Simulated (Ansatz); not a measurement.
Here is an Ansatz 0.2.0 calculation.

File input.yaml:

```yaml
crystal:
  lattice:
    - [3.14, 0.0, 0.0]
    - [-1.57, 2.7193197679, 0.0]
    - [0.0, 0.0, 3.48]
  atoms:
    - { symbol: Hf, position: [0.0, 0.0, 0.0] }
    - { symbol: B, position: [0.6666666667, 0.3333333333, 0.5] }
    - { symbol: B, position: [0.3333333333, 0.6666666667, 0.5] }
hamiltonian:
  xc: rpbe
  pseudopotentials: { kind: paw, core: small }
  dispersion: d3bj
  hubbard:
    sites: [{ species: Hf, l: d, u_eff: 4.5 }]
    projectors: all-electron-atomic
    double_counting: fll
kpoints:
  mp_grid: { grid: [10, 10, 8] }
scf:
  occupations: { method: gaussian, width: 0.05 }
  mixing: { preconditioner: local_kerker }
output:
  forces: true
  stress: true
  eigenvalues: true
  efg: {}
```

Potentials or basis: Ansatz PAW.

Run with:

```sh
$ ansatz run input.yaml --threads 2 --pin off --max-ram 5120MiB --backend cpu --events-out ev --progress --plain --runs-dir out
```

(1) Estimate the pressure.

(2) Estimate the band gap on the k mesh.

Results:

(1) -35.5 GPa.

(2) none (metal or under the smearing width).

Caveat: a pressure of tens of GPa on the cell as given is suspect, and the run, the potentials or the cell itself is likely at fault; U without spin polarisation on a metal has little footing; pairwise dispersion overbinds metals, which lowers pressure and volume; the PAW data sets come from PBE, with cores solved anew for the run's functional, which leaves a small shift of forces and pressure; the U is typed as a test and isn't derived for this compound.
